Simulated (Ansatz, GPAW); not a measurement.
## The equilibrium volume of ZnS, sorted by core time

**What was measured.** The equilibrium volume of ZnS (F-43m) is reported as 19.8 Å³/atom (pmc:11595366, doi:10.3390/ma17225622). The runs below try to reproduce it.

It takes space group F-43m (No. 216, cubic). Conventional cell: a = 5.404 Å, b = 5.404 Å, c = 5.404 Å, α = 90.00°, β = 90.00°, γ = 90.00°. Zn (site symmetry -43m) is surrounded by 4 S at 2.34 Å. S (site symmetry -43m) is surrounded by 4 Zn at 2.34 Å.

```csv
rung,level,program and potentials,cutoff (eV),k mesh,smearing,task,core time,chip,equilibrium volume (Å³/atom),miss,notes
GGA + dispersion,PBEsol+D3(BJ)+ATM,"Ansatz, Ansatz PAW",420,9 × 9 × 9,fermi-dirac 0.05,relaxation of cell and atoms,13 s,Intel Xeon,18.77,-5.2 %,"potentials made for PBE, which Ansatz adapts in part"
GGA + dispersion,PBEsol+D3(BJ),"Ansatz, Ansatz PAW",420,9 × 9 × 9,fermi-dirac 0.05,relaxation of cell and atoms,16 s,Intel Xeon,18.69,-5.6 %,"potentials made for PBE, which Ansatz adapts in part"
GGA + dispersion,PBEsol+D4,"Ansatz, all-electron LAPW, scalar-relativistic",-,9 × 9 × 9,fermi-dirac 0.05,relaxation of cell and atoms,36 s,Arm Neoverse V2,18.87,-4.7 %,-
GGA,WC,"GPAW, PAW data sets generated for this functional",600,7 × 7 × 7,fermi-dirac 0.05,equation of state,41 s,INTEL XEON PLATINUM 8581C Emerald Rapids,19.20,-3.0 %,-
hybrid,HISS,"Ansatz, Ansatz PAW",420,5 × 5 × 5,fermi-dirac 0.05,equation of state,2.6 min,INTEL XEON PLATINUM 8581C Emerald Rapids,19.59,-1.1 %,"coarse mesh; potentials made for PBE, which Ansatz adapts in part"
GGA,PBE,"GPAW, SG15 ONCV 1.2",1100,7 × 7 × 7,fermi-dirac 0.05,equation of state,3.4 min,Intel Xeon Platinum 8259CL Skylake/Cascade Lake,20.22,+2.1 %,-
hybrid,PBE-EpsX,"Ansatz, Ansatz PAW",420,5 × 5 × 5,fermi-dirac 0.05,equation of state,3.8 min,Arm Neoverse V1,19.92,+0.6 %,"coarse mesh; potentials made for PBE, which Ansatz adapts in part; exact-exchange share 1/ε∞"
```

Times are single runs on shared hosts and different chips, so they are rough; meshes, cutoffs and the tasks' sizes weigh on the time. All rows: no spin polarisation. Smearing widths are in eV. Meshes differ between rows, which moves values too. Meshes are those of the run's cell of 2 atoms unless a note names another. Relaxations start from the cell shown or near it and stop with a little pressure left. Misses use the values as printed. Runs on faulty files, with rough fits or with known faults for this quantity aren't shown. No row holds spin-orbit coupling.

By rung: GGA + dispersion 18.69 to 18.87; GGA 19.20 to 20.22; hybrid on coarse meshes 19.59 to 19.92 (Å³/atom). Measured: 19.8 Å³/atom (pmc:11595366, doi:10.3390/ma17225622). Closest, coarse meshes and atomic bases left aside, is PBE (+2.1 %). The runs are for a static lattice, while measurements hold temperature and zero-point motion.
